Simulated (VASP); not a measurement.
Calculation: revTPSS meta-GGA, VASP's PBE PAW potentials (set 64) (plane waves; VASP).

VASP input:

KPOINTS:
```
Regular mesh
0
G
  7 7 7
```

### INCAR
```
SYSTEM=CaF2
PREC=Accurate; ENCUT=520; LREAL=.FALSE.
LASPH=.TRUE.
EDIFF=1E-7; NELM=100; ALGO=Normal
LMIXTAU=.TRUE.
ISMEAR=0; SIGMA=0.05
METAGGA=RTPSS
ISIF=2
LWAVE=.FALSE.; LCHARG=.FALSE.
```

POSCAR:
```
CaF2
1.0
  0.0000000000   2.7345947325   2.7345947325
  2.7345947325   0.0000000000   2.7345947325
  2.7345947325   2.7345947325   0.0000000000
Ca F
1 2
Direct
  0.0000000000   0.0000000000   0.0000000000
  0.2500000000   0.2500000000   0.2500000000
  0.7500000000   0.7500000000   0.7500000000
```

POTCAR, in this order: Ca_sv F (PBE.64 set). Program: vasp_std.

The run wrote:

**OSZICAR**
```
       N       E                     dE             d eps       ncg     rms          rms(c)
DAV:   1     0.215186694663E+03    0.21519E+03   -0.13701E+04   640   0.152E+03
DAV:   2    -0.169392474276E+02   -0.23213E+03   -0.22692E+03   848   0.403E+02
DAV:   3    -0.272387910951E+02   -0.10300E+02   -0.10278E+02   776   0.100E+02
DAV:   4    -0.277778338551E+02   -0.53904E+00   -0.53873E+00  1048   0.163E+01
DAV:   5    -0.277807886562E+02   -0.29548E-02   -0.29547E-02   776   0.128E+00    0.961E+00
DAV:   6    -0.191538636574E+02    0.86269E+01   -0.14295E+02   648   0.142E+02    0.116E+01
DAV:   7    -0.207609367299E+02   -0.16071E+01   -0.33771E+00   984   0.180E+01    0.899E+00
DAV:   8    -0.202435930267E+02    0.51734E+00   -0.29723E+00   800   0.145E+01    0.385E+00
DAV:   9    -0.206114320965E+02   -0.36784E+00   -0.28962E+00   832   0.180E+01    0.108E+00
DAV:  10    -0.207262647498E+02   -0.11483E+00   -0.66037E-01   648   0.109E+01    0.452E-01
DAV:  11    -0.208955326506E+02   -0.16927E+00   -0.24090E-01   968   0.608E+00    0.495E-01
DAV:  12    -0.209021466625E+02   -0.66140E-02   -0.12583E-01   864   0.319E+00    0.603E-01
DAV:  13    -0.209023105474E+02   -0.16388E-03   -0.10695E-02   848   0.100E+00    0.329E-01
DAV:  14    -0.209028749270E+02   -0.56438E-03   -0.18418E-02   744   0.115E+00    0.729E-02
DAV:  15    -0.209030596877E+02   -0.18476E-03   -0.95498E-04   720   0.414E-01    0.427E-02
DAV:  16    -0.209036935851E+02   -0.63390E-03   -0.16201E-04   752   0.201E-01    0.390E-02
DAV:  17    -0.209037198698E+02   -0.26285E-04   -0.14667E-04   736   0.112E-01    0.575E-03
DAV:  18    -0.209037330143E+02   -0.13144E-04   -0.18596E-05  1000   0.349E-02    0.468E-03
DAV:  19    -0.209037329185E+02    0.95755E-07   -0.35459E-06   688   0.172E-02    0.123E-03
DAV:  20    -0.209037331765E+02   -0.25799E-06   -0.35361E-07   824   0.657E-03    0.108E-03
DAV:  21    -0.209037338045E+02   -0.62797E-06   -0.30591E-07   616   0.568E-03    0.638E-04
DAV:  22    -0.209037338970E+02   -0.92576E-07   -0.35952E-08   680   0.228E-03
   1 F= -.20903734E+02 E0= -.20903734E+02  d E =-.155984E-18
```

OUTCAR:
```
------------------------ aborting loop because EDIFF is reached ----------------------------------------
  FORCE on cell =-STRESS in cart. coord.  units (eV):
  Direction    XX          YY          ZZ          XY          YZ          ZX
  --------------------------------------------------------------------------------------
  Total        0.0540420      0.0540420      0.0540420     -0.0000000      0.0000000      0.0000000
  in kB        2.1170595      2.1170595      2.1170595     -0.0000000      0.0000000      0.0000000
  external PRESSURE =       2.1170595 kB  Pullay stress =       0.0000000 kB
  volume of cell :       40.90
      direct lattice vectors                 reciprocal lattice vectors
     0.000000000  2.734594733  2.734594733    -0.182842450  0.182842450  0.182842450
     2.734594733  0.000000000  2.734594733     0.182842450 -0.182842450  0.182842450
     2.734594733  2.734594733  0.000000000     0.182842450  0.182842450 -0.182842450
 POSITION                                       TOTAL-FORCE (eV/Angst)
 -----------------------------------------------------------------------------------
      0.00000      0.00000      0.00000        -0.000000     -0.000000      0.000000
      1.36730      1.36730      1.36730         0.000000      0.000000      0.000000
      4.10189      4.10189      4.10189        -0.000000      0.000000     -0.000000
 -----------------------------------------------------------------------------------
    total drift:                                0.000000     -0.000000      0.000000
  FREE ENERGIE OF THE ION-ELECTRON SYSTEM (eV)
  ---------------------------------------------------
  free  energy   TOTEN  =       -20.9037338970 eV

  energy  without entropy=      -20.9037338970  energy(sigma->0) =      -20.90373390
```
(Selected blocks of OUTCAR.)

The compound is CaF2 in the fluorite structure. It was relaxed first.
